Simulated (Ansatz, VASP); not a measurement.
Two plane-wave programs on MgB2

INCAR

```
SYSTEM = MgB2
PREC = Accurate ; ENCUT = 600
EDIFF = 1E-6 ; ISMEAR = 0
SIGMA = 0.05 ; LREAL = .False.
LASPH = .True. ; NELM = 60
ALGO = Normal ; ISIF = 4
LWAVE = .False. ; LCHARG = .False.
GGA = PE ; IBRION = 2
NSW = 60 ; EDIFFG = -0.01
```

KPOINTS

```
Automatic mesh
0
Gamma
  14 14 12
  0 0 0
```

POSCAR

```
MgB2
1.0
    3.0850000000      0.0000000000      0.0000000000
   -1.5425000000      2.6716883707      0.0000000000
    0.0000000000      0.0000000000      3.5230000000
Mg B
1 2
Direct
    0.0000000000      0.0000000000      0.0000000000
    0.3333333333      0.6666666667      0.5000000000
    0.6666666667      0.3333333333      0.5000000000
```

Input for Ansatz:

```yaml
crystal:
  lattice:
    - [3.085, 0.0, 0.0]
    - [-1.5425, 2.6716883707, 0.0]
    - [0.0, 0.0, 3.523]
  atoms:
    - { symbol: Mg, position: [0.0, 0.0, 0.0] }
    - { symbol: B, position: [0.3333333333, 0.6666666667, 0.5] }
    - { symbol: B, position: [0.6666666667, 0.3333333333, 0.5] }
basis:
  ecutwfc: 420
  ecutrho_ratio: 4
kpoints:
  mp_grid: { grid: [14, 14, 12] }
hamiltonian:
  xc: pbe
scf:
  occupations: { method: gaussian, width: 0.05 }
output:
  forces: true
  stress: true
  eigenvalues: true
relax:
  f_tol: 0.01
  max_steps: 40
  cell: { stress_tol: 0.1, fix: [volume] }
```

Alike in both runs: task relaxation of shape and atoms at fixed volume; functional PBE; k mesh 14 × 14 × 12; occupations gaussian, width 0.05 eV; no spin polarisation.

|  | VASP | Ansatz |
| --- | --- | --- |
| version | VASP 6.6.1 | Ansatz 0.2.0 |
| potentials or method | VASP PAW PBE potentials, release 64 (Mg, B) | scalar-relativistic, plane waves, PAW |
| plane-wave cutoff (eV) | 600 | 420 |
| valence electrons in the cell | 8 | 16 |

Ansatz gave:

| Quantity | Value |
| --- | --- |
| gap on the k mesh at the Fermi level, each at its own relaxed structure (eV) | none |
| relaxed volume (Å³/atom) | 9.68 |
| relaxed cell length with the largest relative difference (Å) | 3.531 |

Question: Which values does VASP return?

Answer: gap on the k mesh at the Fermi level, each at its own relaxed structure (eV): none; relaxed volume (Å³/atom): 9.68; relaxed cell length with the largest relative difference (Å): 3.528.

A gap of «none» marks a metal or a gap that the smearing closes. The two sets of potentials don't hold the same shells in valence.
